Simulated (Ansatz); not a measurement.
# AlN (P6_3mc): the host for defect calculations, part 3 of 3

Before any defect goes in: AlN (P6_3mc) at rest, and how it screens a charge.

Ansatz 0.2.0; plane-wave PAW DFT, PBEsol; relaxation of the host's cell and atoms; PAW set soft_1 (the session's first sound run).

So far. Step 3 (Dielectric tensors of the host): The principal values of the electronic dielectric tensor are 4.50, 4.50 and 4.73. The principal values of the static dielectric tensor are 8.20, 8.20 and 9.74.

**7. Defect free supercell at the zone centre**

Level of this step: plane-wave PAW DFT, PBEsol; single point of the defect-free host, a test of the k-point sampling; PAW set soft_1 (Ansatz).

The supercell is run at the zone centre, to see how far that sampling misses the dense mesh.

System of this step: AlN (P6_3mc). The cell holds 128 atoms: 64 Al and 64 N. Its edges and angles: a = 14.686 Å, b = 14.686 Å, c = 11.753 Å, α = 125.1°, β = 125.1°, γ = 94.5°.

pristine.sampling_gamma/input.yaml reads:

```yaml
crystal:
  lattice:
    - [-9.3408221251, 5.3929260535, 9.9673535922]
    - [9.3408221251, -5.3929260535, 9.9673535922]
    - [3.1136073087, 5.3929261684, -9.9673535922]
  atoms:
    - { symbol: Al, position: [0.2080918742, 0.0414252076, 0.0] }
    - { symbol: Al, position: [0.2080918742, 0.2914252076, 0.25] }
    - { symbol: Al, position: [0.4580918742, 0.0414252076, 0.25] }
    - { symbol: Al, position: [0.4580918742, 0.2914252076, 0.0] }
    - { symbol: Al, position: [0.1664252076, 0.0830918742, 0.25] }
    - { symbol: Al, position: [0.1664252076, 0.3330918742, 0.0] }
    - { symbol: Al, position: [0.4164252076, 0.0830918742, 0.0] }
    - { symbol: Al, position: [0.4164252076, 0.3330918742, 0.25] }
    - { symbol: "N", position: [0.0535747924, 0.1369081258, 0.25] }
    - { symbol: "N", position: [0.0535747924, 0.3869081258, 0.0] }
    - { symbol: "N", position: [0.3035747924, 0.1369081258, 0.0] }
    - { symbol: "N", position: [0.3035747924, 0.3869081258, 0.25] }
    - { symbol: "N", position: [0.0119081258, 0.1785747924, 0.0] }
    - { symbol: "N", position: [0.0119081258, 0.4285747924, 0.25] }
    - { symbol: "N", position: [0.2619081258, 0.1785747924, 0.25] }
    - { symbol: "N", position: [0.2619081258, 0.4285747924, 0.0] }
    - { symbol: Al, position: [0.2080918742, 0.0414252076, 0.5] }
    - { symbol: Al, position: [0.2080918742, 0.2914252076, 0.75] }
    - { symbol: Al, position: [0.4580918742, 0.0414252076, 0.75] }
    - { symbol: Al, position: [0.4580918742, 0.2914252076, 0.5] }
    - { symbol: Al, position: [0.1664252076, 0.0830918742, 0.75] }
    - { symbol: Al, position: [0.1664252076, 0.3330918742, 0.5] }
    - { symbol: Al, position: [0.4164252076, 0.0830918742, 0.5] }
    - { symbol: Al, position: [0.4164252076, 0.3330918742, 0.75] }
    - { symbol: "N", position: [0.0535747924, 0.1369081258, 0.75] }
    - { symbol: "N", position: [0.0535747924, 0.3869081258, 0.5] }
    - { symbol: "N", position: [0.3035747924, 0.1369081258, 0.5] }
    - { symbol: "N", position: [0.3035747924, 0.3869081258, 0.75] }
    - { symbol: "N", position: [0.0119081258, 0.1785747924, 0.5] }
    - { symbol: "N", position: [0.0119081258, 0.4285747924, 0.75] }
    - { symbol: "N", position: [0.2619081258, 0.1785747924, 0.75] }
    - { symbol: "N", position: [0.2619081258, 0.4285747924, 0.5] }
    - { symbol: Al, position: [0.2080918742, 0.5414252076, 0.0] }
    - { symbol: Al, position: [0.2080918742, 0.7914252076, 0.25] }
    - { symbol: Al, position: [0.4580918742, 0.5414252076, 0.25] }
    - { symbol: Al, position: [0.4580918742, 0.7914252076, 0.0] }
    - { symbol: Al, position: [0.1664252076, 0.5830918742, 0.25] }
    - { symbol: Al, position: [0.1664252076, 0.8330918742, 0.0] }
    - { symbol: Al, position: [0.4164252076, 0.5830918742, 0.0] }
    - { symbol: Al, position: [0.4164252076, 0.8330918742, 0.25] }
    - { symbol: "N", position: [0.0535747924, 0.6369081258, 0.25] }
    - { symbol: "N", position: [0.0535747924, 0.8869081258, 0.0] }
    - { symbol: "N", position: [0.3035747924, 0.6369081258, 0.0] }
    - { symbol: "N", position: [0.3035747924, 0.8869081258, 0.25] }
    - { symbol: "N", position: [0.0119081258, 0.6785747924, 0.0] }
    - { symbol: "N", position: [0.0119081258, 0.9285747924, 0.25] }
    - { symbol: "N", position: [0.2619081258, 0.6785747924, 0.25] }
    - { symbol: "N", position: [0.2619081258, 0.9285747924, 0.0] }
    - { symbol: Al, position: [0.2080918742, 0.5414252076, 0.5] }
    - { symbol: Al, position: [0.2080918742, 0.7914252076, 0.75] }
    - { symbol: Al, position: [0.4580918742, 0.5414252076, 0.75] }
    - { symbol: Al, position: [0.4580918742, 0.7914252076, 0.5] }
    - { symbol: Al, position: [0.1664252076, 0.5830918742, 0.75] }
    - { symbol: Al, position: [0.1664252076, 0.8330918742, 0.5] }
    - { symbol: Al, position: [0.4164252076, 0.5830918742, 0.5] }
    - { symbol: Al, position: [0.4164252076, 0.8330918742, 0.75] }
    - { symbol: "N", position: [0.0535747924, 0.6369081258, 0.75] }
    - { symbol: "N", position: [0.0535747924, 0.8869081258, 0.5] }
    - { symbol: "N", position: [0.3035747924, 0.6369081258, 0.5] }
    - { symbol: "N", position: [0.3035747924, 0.8869081258, 0.75] }
    - { symbol: "N", position: [0.0119081258, 0.6785747924, 0.5] }
    - { symbol: "N", position: [0.0119081258, 0.9285747924, 0.75] }
    - { symbol: "N", position: [0.2619081258, 0.6785747924, 0.75] }
    - { symbol: "N", position: [0.2619081258, 0.9285747924, 0.5] }
    - { symbol: Al, position: [0.7080918742, 0.0414252076, 0.0] }
    - { symbol: Al, position: [0.7080918742, 0.2914252076, 0.25] }
    - { symbol: Al, position: [0.9580918742, 0.0414252076, 0.25] }
    - { symbol: Al, position: [0.9580918742, 0.2914252076, 0.0] }
    - { symbol: Al, position: [0.6664252076, 0.0830918742, 0.25] }
    - { symbol: Al, position: [0.6664252076, 0.3330918742, 0.0] }
    - { symbol: Al, position: [0.9164252076, 0.0830918742, 0.0] }
    - { symbol: Al, position: [0.9164252076, 0.3330918742, 0.25] }
    - { symbol: "N", position: [0.5535747924, 0.1369081258, 0.25] }
    - { symbol: "N", position: [0.5535747924, 0.3869081258, 0.0] }
    - { symbol: "N", position: [0.8035747924, 0.1369081258, 0.0] }
    - { symbol: "N", position: [0.8035747924, 0.3869081258, 0.25] }
    - { symbol: "N", position: [0.5119081258, 0.1785747924, 0.0] }
    - { symbol: "N", position: [0.5119081258, 0.4285747924, 0.25] }
    - { symbol: "N", position: [0.7619081258, 0.1785747924, 0.25] }
    - { symbol: "N", position: [0.7619081258, 0.4285747924, 0.0] }
    - { symbol: Al, position: [0.7080918742, 0.0414252076, 0.5] }
    - { symbol: Al, position: [0.7080918742, 0.2914252076, 0.75] }
    - { symbol: Al, position: [0.9580918742, 0.0414252076, 0.75] }
    - { symbol: Al, position: [0.9580918742, 0.2914252076, 0.5] }
    - { symbol: Al, position: [0.6664252076, 0.0830918742, 0.75] }
    - { symbol: Al, position: [0.6664252076, 0.3330918742, 0.5] }
    - { symbol: Al, position: [0.9164252076, 0.0830918742, 0.5] }
    - { symbol: Al, position: [0.9164252076, 0.3330918742, 0.75] }
    - { symbol: "N", position: [0.5535747924, 0.1369081258, 0.75] }
    - { symbol: "N", position: [0.5535747924, 0.3869081258, 0.5] }
    - { symbol: "N", position: [0.8035747924, 0.1369081258, 0.5] }
    - { symbol: "N", position: [0.8035747924, 0.3869081258, 0.75] }
    - { symbol: "N", position: [0.5119081258, 0.1785747924, 0.5] }
    - { symbol: "N", position: [0.5119081258, 0.4285747924, 0.75] }
    - { symbol: "N", position: [0.7619081258, 0.1785747924, 0.75] }
    - { symbol: "N", position: [0.7619081258, 0.4285747924, 0.5] }
    - { symbol: Al, position: [0.7080918742, 0.5414252076, 0.0] }
    - { symbol: Al, position: [0.7080918742, 0.7914252076, 0.25] }
    - { symbol: Al, position: [0.9580918742, 0.5414252076, 0.25] }
    - { symbol: Al, position: [0.9580918742, 0.7914252076, 0.0] }
    - { symbol: Al, position: [0.6664252076, 0.5830918742, 0.25] }
    - { symbol: Al, position: [0.6664252076, 0.8330918742, 0.0] }
    - { symbol: Al, position: [0.9164252076, 0.5830918742, 0.0] }
    - { symbol: Al, position: [0.9164252076, 0.8330918742, 0.25] }
    - { symbol: "N", position: [0.5535747924, 0.6369081258, 0.25] }
    - { symbol: "N", position: [0.5535747924, 0.8869081258, 0.0] }
    - { symbol: "N", position: [0.8035747924, 0.6369081258, 0.0] }
    - { symbol: "N", position: [0.8035747924, 0.8869081258, 0.25] }
    - { symbol: "N", position: [0.5119081258, 0.6785747924, 0.0] }
    - { symbol: "N", position: [0.5119081258, 0.9285747924, 0.25] }
    - { symbol: "N", position: [0.7619081258, 0.6785747924, 0.25] }
    - { symbol: "N", position: [0.7619081258, 0.9285747924, 0.0] }
    - { symbol: Al, position: [0.7080918742, 0.5414252076, 0.5] }
    - { symbol: Al, position: [0.7080918742, 0.7914252076, 0.75] }
    - { symbol: Al, position: [0.9580918742, 0.5414252076, 0.75] }
    - { symbol: Al, position: [0.9580918742, 0.7914252076, 0.5] }
    - { symbol: Al, position: [0.6664252076, 0.5830918742, 0.75] }
    - { symbol: Al, position: [0.6664252076, 0.8330918742, 0.5] }
    - { symbol: Al, position: [0.9164252076, 0.5830918742, 0.5] }
    - { symbol: Al, position: [0.9164252076, 0.8330918742, 0.75] }
    - { symbol: "N", position: [0.5535747924, 0.6369081258, 0.75] }
    - { symbol: "N", position: [0.5535747924, 0.8869081258, 0.5] }
    - { symbol: "N", position: [0.8035747924, 0.6369081258, 0.5] }
    - { symbol: "N", position: [0.8035747924, 0.8869081258, 0.75] }
    - { symbol: "N", position: [0.5119081258, 0.6785747924, 0.5] }
    - { symbol: "N", position: [0.5119081258, 0.9285747924, 0.75] }
    - { symbol: "N", position: [0.7619081258, 0.6785747924, 0.75] }
    - { symbol: "N", position: [0.7619081258, 0.9285747924, 0.5] }
basis:
  ecutwfc: 420
  xc_grid: 2
hamiltonian:
  xc: pbesol
  pseudopotentials: { kind: paw, azcp: { folder: soft_1 }, xc_functional: pbe }
kpoints:
  mp_grid: { grid: [1, 1, 1] }
scf:
  occupations: { method: fermi_dirac, width: 0.01 }
  max_iter: 100
  lower_state_search: "off"
checkpoint:
  write: "../pristine.sampling_gamma.run"
  compress: false
  write_wavefunctions: false
  write_every: 100000
```

Launch:

```sh
ansatz run input.yaml --threads 32 --pin off --max-ram 84787MiB --backend cuda --events-out ev --progress --plain --runs-dir out --max-vram 78GiB
```

Numbers of over 12 decimals in the logs are rounded to 6 here.

Output:

```text
[...]
GPU FFT provider: cuFFT
GPU libraries: cuBLAS 13.8.1, cuFFT 12.4.0, cuSOLVER 12.3.2
[...]
Crystal: 128 atoms, lattice volume = 1338.931 Å³
Basis set: ecut = 420 eV, 26161 PW (Γ), exchange–correlation on 200×200×160 points (8 copies of the dense FFT grid, shifted against one another)
Bands: 384, of which v1, the nominal top of the filled ones, is band 256 counted from 1 (255 counted from 0)
Symmetry: 128 space group operations
[...]
k-points: 1
[...]
GPU buffer pool allocated for 800000 grid points (all kernels)
[...]
SCF iter   1: F=—  HF=-58067.939396 eV  |Δ(HF+E_count)|=         —  Δρ=1.31e-1  dr2=2.81e2  Hψ=1704
[...]
SCF iter   5: F=—  HF=-57980.540955 eV  |Δ(HF+E_count)|=   1.43e-2  Δρ=2.73e-4  dr2=9.45e-4  Hψ=462
automatic band count: iteration 5 solves 297 bands in place of 384: the levels show a gap, and the empty bands left out lie too high to hold charge; the band table lists the bands solved (type scf.n_extra_bands for more)
SCF iter   6: F=—  HF=-57980.541578 eV  |Δ(HF+E_count)|=   6.22e-4  Δρ=3.49e-5  dr2=1.52e-5  Hψ=486
[...]
SCF iter   8: F=-57980.541176 eV  HF=-57980.541176 eV  |Δ(HF+E_count)|=   1.98e-8  Δρ=4.14e-7  dr2=1.81e-9  Hψ=557
SCF 1 converged in 8 iterations: F = -57980.541176 eV  dr2 = 1.81e-9
[...]
SCF converged after 8 iterations
Free energy (F): -57980.541176 eV
[...]
Internal energy: -57980.541176 eV  (E = F + TS)
E sigma→0 (E₀):  -57980.541176 eV
Fermi energy:    9.092447 eV
[...]
```

Wall time 1.2 s (1 × NVIDIA GB200 with 32 threads of Arm Neoverse V2, shared host); peak memory 1.1 GiB; 3.5 s of CPU time.

**8. What came out**

```
primitive cell vectors, lengths                                      : 3.114, 3.114, 4.984 Å
electronic dielectric constant                                       : principal values (4.50, 4.50, 4.73)
static dielectric constant                                           : principal values (8.20, 8.20, 9.74)
gap on the k-mesh of the response run (PBEsol)                       : 4.10 eV
supercell relaxed in its symmetry less the displaced and relaxed one : 0.000 eV
energy an atom at the zone centre alone less that on the dense mesh  : 0.008 eV
```

Step 5: The energy fell by 4.605 eV from the randomly displaced start; the atoms end within 0.005 Å of the sites as typed. The displaced cell ends within 0.01 eV of the symmetric one relaxed in its symmetry, so no lower structure shows in this supercell. The k-mesh can miss the band edges, so this gap is an upper bound at this level. All at zero temperature.

[Logs are printed without paths, hosts, clocks, repeated set-up lines and the standing remarks that a program may print on its own settings, such as how far it seeks lower states.]

[Hosts, paths, dates, database ids (printed as entryN), source tags and the programs' standing remarks are cut or masked in the printed files.]

[Runs of the host that timed out are not shown.]

[For some hosts the program warned that the k-mesh of the response run may be too coarse for force constants and the static dielectric constant; such warnings are not always shown.]
